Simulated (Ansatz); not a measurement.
(010) slab cut from the bulk of GeS, Pnma (No. 62); the slab's formula is GeS:

```yaml
crystal:
  lattice:
    - [4.54717, 0.00000, 0.00000]
    - [0.00000, 10.83188, 0.00000]
    - [0.00000, 0.00000, 27.56398]
  atoms:
    - { symbol: Ge, position: [0.13573, 0.12817, 0.27209] }
    - { symbol: Ge, position: [0.36427, 0.62817, 0.27209] }
    - { symbol: S, position: [0.51320, 0.84457, 0.27209] }
    - { symbol: S, position: [0.98680, 0.34457, 0.27209] }
    - { symbol: Ge, position: [0.86427, 0.87183, 0.33721] }
    - { symbol: Ge, position: [0.63573, 0.37183, 0.33721] }
    - { symbol: S, position: [0.48680, 0.15543, 0.33721] }
    - { symbol: S, position: [0.01320, 0.65543, 0.33721] }
    - { symbol: Ge, position: [0.13573, 0.12817, 0.40233] }
    - { symbol: Ge, position: [0.36427, 0.62817, 0.40233] }
    - { symbol: S, position: [0.51320, 0.84457, 0.40233] }
    - { symbol: S, position: [0.98680, 0.34457, 0.40233] }
    - { symbol: Ge, position: [0.86427, 0.87183, 0.46744] }
    - { symbol: Ge, position: [0.63573, 0.37183, 0.46744] }
    - { symbol: S, position: [0.48680, 0.15543, 0.46744] }
    - { symbol: S, position: [0.01320, 0.65543, 0.46744] }
    - { symbol: Ge, position: [0.13573, 0.12817, 0.53256] }
    - { symbol: Ge, position: [0.36427, 0.62817, 0.53256] }
    - { symbol: S, position: [0.51320, 0.84457, 0.53256] }
    - { symbol: S, position: [0.98680, 0.34457, 0.53256] }
    - { symbol: Ge, position: [0.86427, 0.87183, 0.59767] }
    - { symbol: Ge, position: [0.63573, 0.37183, 0.59767] }
    - { symbol: S, position: [0.48680, 0.15543, 0.59767] }
    - { symbol: S, position: [0.01320, 0.65543, 0.59767] }
    - { symbol: Ge, position: [0.13573, 0.12817, 0.66279] }
    - { symbol: Ge, position: [0.36427, 0.62817, 0.66279] }
    - { symbol: S, position: [0.51320, 0.84457, 0.66279] }
    - { symbol: S, position: [0.98680, 0.34457, 0.66279] }
    - { symbol: Ge, position: [0.86427, 0.87183, 0.72791] }
    - { symbol: Ge, position: [0.63573, 0.37183, 0.72791] }
    - { symbol: S, position: [0.48680, 0.15543, 0.72791] }
    - { symbol: S, position: [0.01320, 0.65543, 0.72791] }
```

Level of theory: Ansatz 0.2.0, DFT r2SCAN, scalar-relativistic, plane waves, PAW. Cutoff 500 eV; k points 6×3×1 on the computed 32-atom cell (Γ-centred); Gaussian smearing, width 0.05 eV; no spin polarisation. The cell repeats along c with a dipole correction in the vacuum.

(1) What forces act on the atoms?

Results:

(1)
| atom | Fx (eV/Å) | Fy (eV/Å) | Fz (eV/Å) |
| --- | --- | --- | --- |
| Ge1 | -0.210 | 1.299 | 0.495 |
| Ge2 | 0.210 | 1.299 | 0.495 |
| S3 | 0.140 | -1.033 | 0.228 |
| S4 | -0.140 | -1.033 | 0.228 |
| Ge5 | -0.470 | 0.019 | -0.848 |
| Ge6 | 0.470 | 0.019 | -0.848 |
| S7 | -0.131 | -0.190 | -0.201 |
| S8 | 0.131 | -0.190 | -0.201 |
| Ge9 | -0.100 | -0.026 | 0.154 |
| Ge10 | 0.100 | -0.026 | 0.154 |
| S11 | 0.057 | -0.041 | 0.116 |
| S12 | -0.057 | -0.041 | 0.116 |
| Ge13 | -0.071 | -0.029 | 0.001 |
| Ge14 | 0.071 | -0.029 | 0.001 |
| S15 | -0.006 | -0.013 | 0.039 |
| S16 | 0.006 | -0.013 | 0.039 |
| Ge17 | 0.071 | 0.029 | 0.000 |
| Ge18 | -0.071 | 0.029 | 0.000 |
| S19 | 0.006 | 0.013 | -0.039 |
| S20 | -0.006 | 0.013 | -0.039 |
| Ge21 | 0.100 | 0.026 | -0.154 |
| Ge22 | -0.100 | 0.026 | -0.154 |
| S23 | -0.057 | 0.041 | -0.117 |
| S24 | 0.057 | 0.041 | -0.117 |
| Ge25 | 0.470 | -0.019 | 0.848 |
| Ge26 | -0.470 | -0.019 | 0.848 |
| S27 | 0.131 | 0.190 | 0.201 |
| S28 | -0.131 | 0.190 | 0.201 |
| Ge29 | 0.210 | -1.299 | -0.495 |
| Ge30 | -0.210 | -1.299 | -0.495 |
| S31 | -0.140 | 1.033 | -0.228 |
| S32 | 0.140 | 1.033 | -0.228 |

Cost: 1 run of about 3.7 core-minutes, on AMD EPYC 9R45 (Zen 5) (shared hosts).